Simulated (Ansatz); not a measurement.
# BN: the cost of one run

Computed with Ansatz 0.2.0 (DFT PBE, scalar-relativistic, plane waves, PAW, unless a step's input says otherwise).

**1. The structure to begin with**

It takes space group Fmm2 (No. 42, orthorhombic). Conventional cell: a = 2.503 Å, b = 6.991 Å, c = 4.332 Å, α = 90.00°, β = 90.00°, γ = 90.00°. B (site symmetry mm2) has 3 N at 1.44 Å as nearest neighbours. N (site symmetry mm2) is surrounded by 3 B at 1.44 Å.

Structure file:

```cif
data_structure
_symmetry_space_group_name_H-M 'P 1'
_symmetry_Int_Tables_number 1
_cell_length_a 4.1121
_cell_length_b 2.5017
_cell_length_c 3.7127
_cell_angle_alpha 80.290
_cell_angle_beta 36.846
_cell_angle_gamma 62.865
_cell_volume 18.95
loop_
_atom_site_label
_atom_site_type_symbol
_atom_site_fract_x
_atom_site_fract_y
_atom_site_fract_z
_atom_site_occupancy
B1 B 0.00005 0.00005 0.99995 1
N1 N 0.66665 0.66665 0.33335 1
```

The start is a polymorph listed in a database, not an invented cell.

**2. The guess as it stands, on a coarse mesh**

input.yaml

```yaml
crystal:
  lattice:
    - [0.0, 3.49531579, 2.1660912]
    - [1.25163209, 0.0, 2.1660912]
    - [1.25163209, 3.49531579, 0.0]
  atoms:
    - { symbol: B, position: [4.864e-05, 4.864e-05, 0.99995136] }
    - { symbol: "N", position: [0.66665136, 0.66665136, 0.33334864] }
basis:
  ecutwfc: 420
kpoints:
  mp_grid: { grid: [8, 8, 8] }
hamiltonian:
  xc: pbe
scf:
  occupations: { method: gaussian, width: 0.1 }
  lower_state_search: "off"
output:
  forces: true
  stress: true
  eigenvalues: true
```

Launch:

```console
$ ansatz run input.yaml --threads 1 --pin off --max-ram 2560MiB --backend cpu --events-out ev --progress --plain --runs-dir out
```

Q: Estimate wall time and peak memory on 1 thread of Arm Neoverse V2, shared host.

About 1.5 s, with a peak of 0.27 GiB.
